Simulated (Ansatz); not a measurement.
# Zone-centre phonons of AlRu at 3 GPa: input and output

Method: DFT PBE, scalar-relativistic, plane waves, PAW in Ansatz 0.2.0.

Launched with:
```bash
ansatz run input.yaml --threads 1 --pin off --max-ram 3072MiB --backend cpu --events-out ev --progress --plain --runs-dir out
```

Input (bare energies are in eV):
```yaml
crystal:
  lattice:
    - [2.9917482429, 0.0, 0.0]
    - [0.0, 2.9917482429, 0.0]
    - [0.0, 0.0, 2.9917482429]
  atoms:
    - { symbol: Al, position: [0.0, 0.0, 0.0] }
    - { symbol: Ru, position: [0.5, 0.5, 0.5] }
basis:
  ecutwfc: 420
kpoints:
  mp_grid: { grid: [14, 14, 14] }
hamiltonian:
  xc: pbe
scf:
  occupations: { method: fermi_dirac, width: 0.15 }
output:
  eigenvalues: true
phonons:
  method: dfpt
  eigenvectors: true
```

The end of the output:
```
--- Phonons (Γ-DFPT): 2 representative perturbations + reference, on 288 of 2744 k-points (Σ response iterations 7) ---
  k mesh reduced under 8 symmetry operations, with k and −k counted as one. Each operation leaves every solved perturbation unchanged. A smaller set is not used because it would not reduce the number of displacements ...
  ASR residual: 7.322e-4 → 0.000e0 eV/Å²; symmetrization residual: 5.961e-6 eV/Å²
  ASR residual per site (eV/Å²): 1.45e-4 7.32e-4
  Γ frequencies (cm⁻¹): 0.00 0.00 0.00 314.77 314.77 314.77
  non-analytic LO–TO correction: not included (Born effective charges unavailable; polar crystals: no LO–TO splitting at Γ)
```

The run took 22 s on 1 thread of AMD EPYC 7R13 Processor (Zen 3), with other jobs on the host, peak memory 0.64 GiB.

In a metal, frequencies and elastic constants depend on the k mesh and the smearing, soft modes and shear constants most.